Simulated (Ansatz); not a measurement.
**H under strains and displacements**

Computed with Ansatz 0.2.0, DFT PBEsol, scalar-relativistic, plane waves, PAW.

Cutoff 420 eV; k points 9×9×6 on the computed 4-atom cell (Γ-centred); Gaussian smearing, width 0.02 eV; no spin polarisation.

Reference cell:

```xyz
4
Lattice="3.8401 0.0000 0.0000 -1.9201 3.3257 0.0000 0.0000 0.0000 5.0467" Properties=species:S:1:pos:R:3 pbc="T T T"
H     0.0000    2.2171    0.8907
H     1.9201    1.1086    3.4140
H     1.9201    1.1086    4.1559
H     0.0000    2.2171    1.6326
```

Each variant moves atoms of this cell by the vectors given, if any (Å), and then applies a symmetric strain (tensor components, Cartesian axes). The reference cell isn't relaxed at this level. Energies are per atom at zero smearing, counted from the lowest variant. Pressure is positive in compression.

1. strain (xx yy zz yz xz xy, %) -2.05 -2.05 3.95 0.00 0.00 0.00; moves: H1 (0.000, 0.000, -0.030); H2 (0.000, 0.000, -0.030); H3 (0.000, 0.000, 0.030); H4 (0.000, 0.000, 0.030)
2. no strain; moves: H3 (0.000, 0.045, 0.000)
3. strain (xx yy zz yz xz xy, %) 0.90 4.41 3.40 0.95 0.00 0.00; moves: H1 (0.000, 0.076, -0.010); H2 (0.000, -0.132, -0.047); H3 (0.000, 0.100, 0.008); H4 (0.000, -0.044, 0.049)
4. strain (xx yy zz yz xz xy, %) 4.76 4.76 1.76 0.00 0.00 0.00; moves: H1 (0.000, 0.000, -0.030); H2 (0.000, 0.000, -0.030); H3 (0.000, 0.000, 0.030); H4 (0.000, 0.000, 0.030)
5. strain (xx yy zz yz xz xy, %) -2.39 -4.12 5.74 3.23 -1.86 1.50; moves: H1 (-0.126, -0.052, -0.021); H2 (0.109, 0.083, -0.021); H3 (0.017, -0.011, 0.021); H4 (0.001, -0.020, 0.021)

```
result  ΔE (meV/atom) P (GPa) largest force (eV/Å) gap on mesh (eV)
     A           41.2    -2.91                  2.04              7.94
     B           21.8    -1.96                  1.58              8.67
     C           54.8    -2.98                  2.51              8.22
     D            0.0     0.70                  0.60              9.32
     E           37.2    -2.76                  1.96              8.06
```

Task: Which variant gave which result?

Result: A is 5, B is 4, C is 3, D is 2, E is 1.

An odd mesh misses points on the zone edge, so a gap read on it can be too wide. Each cell of H holds molecules, and where no dispersion correction was added their binding is poorly described.